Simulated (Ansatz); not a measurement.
Runs of Ansatz 0.2.0 on AlN. Symmetry: P6_3mc, No. 186, hexagonal system. Conventional cell: a = 3.113 Å, b = 3.113 Å, c = 4.981 Å, α = 90.00°, β = 90.00°, γ = 120.00°. Al (site symmetry 3m) has 4 N at 1.89 Å as nearest neighbours. N (site symmetry 3m) has 4 Al at 1.89 Å as nearest neighbours. 

```tsv
task	level	potentials or basis	cell	k mesh	cutoff (eV)	smearing	points for each segment of the path	mesh quality	gap on the mesh (eV)	pressure (GPa)	V0 of scaled cells (Å³/atom)	B0 (GPa)	largest force (eV/Å)
band structure	PBE	Ansatz NC	as given	10 × 10 × 6	1240	fermi-dirac 0.05 eV	14	not flagged	4.21	3.6	-	-	0.13
relaxation of cell and atoms	PBE+D3(BJ)	Ansatz PAW	relaxed	10 × 10 × 6	420	fermi-dirac 0.05 eV	-	not flagged	4.21	0.0	-	-	-
band structure	revPBE0	Ansatz PAW	as given	6 × 6 × 3	420	fermi-dirac 0.05 eV	4	coarse	(a)	0.5	-	-	0.13
band structure	HSE06	Ansatz PAW	as given	6 × 6 × 3	420	fermi-dirac 0.05 eV	4	coarse	5.58	-	-	-	0.13
equation of state	PBEsol	Ansatz PAW	as given	10 × 10 × 6	420	fermi-dirac 0.05 eV	-	not flagged	-	-	10.46	(b)	-
Born charges and dielectric tensor	LDA	Ansatz PAW	as given	10 × 10 × 6	420	fixed	-	not flagged	4.24	-	-	-	-
equation of state	PBE	PseudoDojo standard	as given	10 × 10 × 6	1143	fermi-dirac 0.05 eV	-	not flagged	-	-	(c)	194	-
phonons	LDA	Ansatz PAW	as given	8 × 8 × 5	420	fixed	-	not flagged	4.24	-	-	-	-
```

Alike in all rows: no spin polarisation.

**Question.** Estimate the missing entries.

**Answer.** (a) 6.34; (b) 201; (c) 10.63.

Caveats: some runs use coarse meshes; the PAW data sets come from PBE, with cores solved anew for the run's functional, which leaves a small shift of forces and pressure (some runs); the cell was scaled at fixed shape and fractional positions, which overstates the stiffness of a crystal with free parameters, most of all of layers and chains (some runs); the plane-wave basis is chosen anew once the cell has moved, so the energies of steps on either side of that aren't comparable (some runs); the potentials were made for another functional, which shifts forces and pressure (some runs); odd divisions of the mesh miss points on the zone boundary, where band edges often lie, so the gap on the mesh can be too wide (some runs).

A k mesh can miss the band edges.

Not every run made on this cell is shown here.
